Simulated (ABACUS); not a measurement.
Here is an ABACUS 3.10.1 calculation.

The input INPUT:

```
INPUT_PARAMETERS
suffix              Sn
calculation         scf
basis_type          pw
pseudo_dir          ./
symmetry            1
dft_functional      pbesol
ecutwfc             73
pseudo_rcut         7
nspin               1
nbands              18
ks_solver           dav
smearing_method     fd
smearing_sigma      0.00367493
scf_thr             1e-08
scf_nmax            100
mixing_type         broyden
mixing_beta         0.7
cal_force           1
cal_stress          1
kpar                4
```

File STRU:

```
ATOMIC_SPECIES
Sn 118.7100 Sn.upf

LATTICE_CONSTANT
1.8897261246

LATTICE_VECTORS
-2.9401404553 2.9401404553 1.5993019889
2.9401404553 -2.9401404553 1.5993019889
2.9401404553 2.9401404553 -1.5993019889

ATOMIC_POSITIONS
Direct

Sn
0.0
2
0.0070650000 -0.0047300000 -0.0123030000 1 1 1
0.7491880000 0.2445090000 0.4991050000 1 1 1
```

The input KPT:

```
K_POINTS
0
Gamma
9 9 9 0 0 0
```

Potentials or basis: PseudoDojo NC SR 0.4.1 PBEsol standard, plane waves.

Launch:

```sh
$ OMP_NUM_THREADS=1 mpirun -np 4 abacus > log
```

Question: Estimate the band gap on the k mesh.

Answer: None (metal or under the smearing width).

Question: Estimate the largest force.

Answer: 0.178 eV/Å.

Question: Estimate the pressure.

Answer: -1.3 GPa.

Forces on the atoms (eV/Å):
```
Sn   0.172  0.044 -0.006
Sn  -0.172 -0.044  0.006
```
